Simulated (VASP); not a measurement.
A run of VASP 6.6.1 is set up as follows.

File INCAR:

```
PREC     = Accurate       # precision mode
ENCUT    = 520            # plane-wave cutoff, eV
EDIFF    = 1E-6           # SCF threshold, eV
ISMEAR   = -1             # smearing method
SIGMA    = 0.05           # smearing width, eV
LREAL    = Auto         
LASPH    = True           # aspherical terms in the spheres
NELM     = 100            # most SCF steps
ALGO     = Normal         # electronic algorithm
ISIF     = 2              # what is computed and relaxed
LWAVE    = False          # write WAVECAR
LCHARG   = True           # write CHGCAR
GGA      = CA             # functional
LELF     = True           # ELF
LVHAR    = True         
NBANDS   = 70             # bands
```

The input KPOINTS:

```
regular mesh
0
Gamma
  2 2 2
```

The input POSCAR:

```
H4CN2O
1.0
    0.0000000000      5.6398400000      4.7358900000
    5.6398400000      0.0000000000      4.7358900000
    5.6398400000      5.6398400000      0.0000000000
H C N O
16 4 8 4
Direct
    0.4513512847      0.8677460761      0.3482281360
    0.4085985250      0.2913966185      0.4191199919
    0.8591870023      0.4493526808      0.3434534981
    0.3598370872      0.4066291948      0.8497185030
    0.6595205789      0.2722578197      0.8854700591
    0.0619445663      0.9157808454      0.7686818344
    0.2085012787      0.6592764780      0.2617248270
    0.9487033466      0.1498863589      0.1986164356
    0.7958731767      0.4275293939      0.8918874690
    0.7801321047      0.8636983052      0.8929827354
    0.3688298141      0.7489115186      0.9668995683
    0.9553769125      0.8766335439      0.3230281487
    0.2263570644      0.7596877972      0.4436619432
    0.6424093949      0.3964449704      0.3022096014
    0.6331613533      0.4028002083      0.5900648375
    0.3892205542      0.6757535055      0.6904022719
    0.4149839649      0.8775502789      0.1067506942
    0.0605899070      0.6103927383      0.8892951961
    0.8756910386      0.4522747714      0.6010352515
    0.6589016785      0.0545228309      0.3946388474
    0.3420387088      0.8570178571      0.3159232192
    0.5705973761      0.2715463392      0.3745535501
    0.7727193993      0.4554763569      0.4928838802
    0.2902784103      0.5677862829      0.8000894015
    0.7937830950      0.3462349376      0.8184257620
   -0.0489107503      0.8168762224      0.8479227790
    0.3270434241      0.7480660063      0.1106640286
    0.8646501278      0.0242007534      0.3087874165
    0.5493138146      0.0006989602      0.9358169693
    0.9760061854      0.4351752398      0.0174794454
    0.0430032607      0.5389570466      0.4852386752
    0.5167171077      0.9424384048      0.4959534645
```

Potentials or basis: VASP PAW LDA potentials, release 64 (H, C, N, O).

Run with:

```bash
$ cat potpaw_LDA.64/H/POTCAR potpaw_LDA.64/C/POTCAR potpaw_LDA.64/N/POTCAR potpaw_LDA.64/O/POTCAR > POTCAR
$ mpirun -np 1 vasp_std > vasp.out
```

Estimate the band gap on the k mesh.

4.22 eV, indirect (least direct gap 4.24 eV).

Predict the largest force.

6.329 eV/Å.

Predict the pressure.

1.0 GPa.

Forces in eV/Å, atoms in the order of the input:
```
H    0.814  0.623  0.611
H    0.748 -0.398  0.198
H   -0.123  0.033  0.283
H    0.057 -0.085 -0.459
H    0.231  0.827  0.731
H    0.662 -0.791  0.447
H   -0.749 -0.180  0.216
H    0.442 -0.290  1.013
H   -0.508  0.566 -0.619
H    0.240 -0.089  0.479
H   -0.292 -0.482 -0.019
H   -1.049  0.655 -0.723
H   -0.228  0.146  0.068
H    0.016 -0.086  1.967
H   -0.056 -0.801 -2.211
H    0.273 -0.356  2.385
C    0.940  0.611 -1.257
C   -1.272  1.847 -0.763
C   -2.409 -2.551 -0.015
C    5.420 -3.169  0.804
N   -0.989 -1.264  0.662
N   -1.019 -0.197 -3.113
N    0.892  2.557  2.028
N    1.091 -0.854 -2.403
N    0.963 -0.731 -0.572
N   -1.920  1.740  0.015
N    0.025 -0.185  0.592
N   -2.987  2.522  1.585
O    0.482  0.129 -0.470
O    1.005 -1.094  0.729
O    0.750  0.708  0.029
O   -1.447  0.640 -2.217
```

Caveat: the k mesh is coarse (spacing up to 0.51 Å⁻¹), so the values aren't converged; the standard files for N, O and F lose accuracy on very short bonds; forces of over 1 eV/Å show positions far from the minimum, so gaps and moduli don't describe the material at rest. A k mesh can miss the band edges.
